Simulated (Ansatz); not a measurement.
The system is P.

```
P
1.0
     1.72573    0.99635    3.12968
    -1.72573    0.99635    3.12968
     0.00000   -1.99270    3.12968
P
2
Direct
  0.77292 0.77292 0.77292
  0.22708 0.22708 0.22708
```

This isn't the form of P at room conditions, which is orthorhombic.

```yaml
Program: Ansatz 0.2.0
Task: relaxation of cell and atoms
Functional: PBEsol
Potentials_or_basis: Ansatz PAW
Cutoff: "420 eV (not typed: the program's choice for these potentials)"
k_mesh: 9 × 9 × 9
Occupations: fermi-dirac, width 0.05 eV
Spin: no spin polarisation
```

At the start: volume 16.14 Å³/atom.

**Question.** How do energy, volume and symmetry change on relaxing?

**Answer.** It ends after 7 steps and the volume is 15.05 Å³/atom (-6.7 %); space group R-3m (No. 166, to 0.05 Å).

The path:
```
step  energy change (eV)  largest force (eV/Å)  volume (Å³)
   1              0.0000                0.2706        32.29
   2             -0.0222                0.1647        31.14
   3             -0.0302                0.0674        30.57
   4             -0.0321                0.0141        30.21
   5             -0.0322                0.0060        30.04
   6             -0.0322                0.0005        30.11
   7             -0.0320                0.0006        30.11
```

Final structure:
```cif
data_structure
_symmetry_space_group_name_H-M 'P 1'
_symmetry_Int_Tables_number 1
_cell_length_a 3.5514
_cell_length_b 3.5514
_cell_length_c 3.5514
_cell_angle_alpha 57.849
_cell_angle_beta 57.849
_cell_angle_gamma 57.849
_cell_volume 30.11
loop_
_atom_site_label
_atom_site_type_symbol
_atom_site_fract_x
_atom_site_fract_y
_atom_site_fract_z
_atom_site_occupancy
P1 P 0.76648 0.76648 0.76648 1
P2 P 0.23352 0.23352 0.23352 1
```

Caveat: the plane-wave basis is chosen anew once the cell has moved, so the energies of steps on either side of that aren't comparable; the PAW data sets come from PBE, with cores solved anew for the run's functional, which leaves a small shift of forces and pressure.
